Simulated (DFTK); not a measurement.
Crystal: Ag.

```
Ag
1.0
     0.00000    2.04275    2.04275
     2.04275    0.00000    2.04275
     2.04275    2.04275    0.00000
Ag
1
Cartesian
  0.0000 0.0000 0.0000
```

| Quantity | Value |
| --- | --- |
| Program | DFTK 0.8.2 |
| Task | relaxation of cell and atoms |
| Functional | AM05 |
| Potentials or basis | SG15 1.2 (PBE) |
| Cutoff | 1415 eV |
| k mesh | 8 × 8 × 8 |
| Occupations | fermi-dirac, width 0.05 eV |
| Spin | no spin polarisation |

At the start: pressure -2.3 GPa; volume 17.05 Å³/atom.

Task: Where does the relaxation end?

Result: Over 3 steps the energy falls by 2.6 meV/atom and the volume is 16.69 Å³/atom (-2.1 %); space group Fm-3m (No. 225, to 0.05 Å).

The path:
```
step  energy change (eV)  largest force (eV/Å)  pressure (GPa)  volume (Å³)
   1              0.0000                0.0000           -2.29        17.05
   2             -0.0019                0.0000           -1.24        16.88
   3             -0.0026                0.0000            0.07        16.69
```

Final structure:
```yaml
crystal:
  lattice:
    - [0.00000, 2.02816, 2.02816]
    - [2.02816, 0.00000, 2.02816]
    - [2.02816, 2.02816, 0.00000]
  atoms:
    - { symbol: Ag, position: [0.00000, 0.00000, 0.00000] }
```

Caveat: the potentials were made for another functional, which shifts forces and pressure.
